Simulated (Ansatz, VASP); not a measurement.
AlN: VASP beside Ansatz

```
Al N
1.0
     3.36881    0.00000    0.00000
    -1.68441    2.91748    0.00000
     0.00000    0.00000    4.25752
Al N
2 2
Direct
  0.33333 0.66667 0.75764
  0.66667 0.33333 0.25764
  0.33333 0.66667 0.23529
  0.66667 0.33333 0.73529
```

Change from the starting cell: mode 4 frozen in at -0.062 Å, equal normal strain along x, y and z +0.0167.

Alike in both runs: task single point; functional PBE; k mesh 9 × 9 × 6; occupations gaussian, width 0.05 eV; no spin polarisation.

|  | VASP | Ansatz |
| --- | --- | --- |
| version | VASP 6.6.1 | Ansatz 0.2.0 |
| potentials or method | VASP PAW PBE potentials, release 64 (Al, N) | scalar-relativistic, plane waves, PAW |
| plane-wave cutoff (eV) | 520 | 520 |
| valence electrons in the cell | 16 | 16 |

VASP gave:

| Quantity | Value |
| --- | --- |
| gap on the k mesh at the Fermi level (eV) | 2.93 |
| least direct gap on the mesh (eV) | 2.93 |
| pressure (GPa) | -8.8 |
| largest component of the traceless stress (GPa) | 3.46 |
| rms of the force components (eV/Å) | 0.042 |

Q: Estimate Ansatz's values.

A: gap on the k mesh at the Fermi level (eV): 2.92; least direct gap on the mesh (eV): 2.92; pressure (GPa): -8.7; largest component of the traceless stress (GPa): 3.35; rms of the force components (eV/Å): 0.041.

Atom by atom the forces differ by 0.001 eV/Å (rms over components).
